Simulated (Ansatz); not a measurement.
Consider the hydrogenolysis of a Zn–C bond: `C[CH2][Zn][CH2]C` + H₂ → `C[CH2][ZnH]` + `CC`.

Computed with Ansatz on PBE0-D4/def2-TZVP structures; ΔE is electronic, products minus reactants. CCSD(T)/CBS is the MP2 limit (def2-TZVPP, def2-QZVPP) plus CCSD(T) − MP2 in def2-TZVPP, frozen cores. This one scheme is used for every species. DFT in def2-TZVPP. For Zn outer-core shells are correlated without core-valence functions, which leaves a few kJ/mol of doubt a bond. Scalar relativity is left out up to krypton. Each species was taken in one conformer, which may not be the lowest.

| level | ΔE (kJ/mol) |
| --- | --- |
| LDA (SPW92) | -48.7 |
| PBE | -51.9 |
| CCSD/def2-TZVPP | -58.1 |
| HF/CBS(def2) | -86.3 |

Problem. What does CCSD(T)/CBS give? (An estimate is asked.)

Solution. Ansatz gave: -47.7 kJ/mol. The listed levels differ from it by -1.0, -4.2, -10.4, -38.6 kJ/mol.

Largest T1 diagnostic among the species: 0.013.

The D4 term adds +6.6 kJ/mol with B3LYP and +3.8 kJ/mol with PBE0; it sums over pairs of atoms, weighted by their polarisabilities, and B3LYP, whose exchange is more repulsive, gets the larger term. From r2SCAN to r2SCAN0 (25 % exact exchange), in def2-TZVPP and without D4, ΔE moves by −5.5 kJ/mol.

B3LYP here is the variant with VWN-RPA as its local correlation; programs differ in this.

CCSD(T)/CBS has its own doubt, a few kJ/mol and more with outer-core shells, so smaller differences from it don't rank the levels.
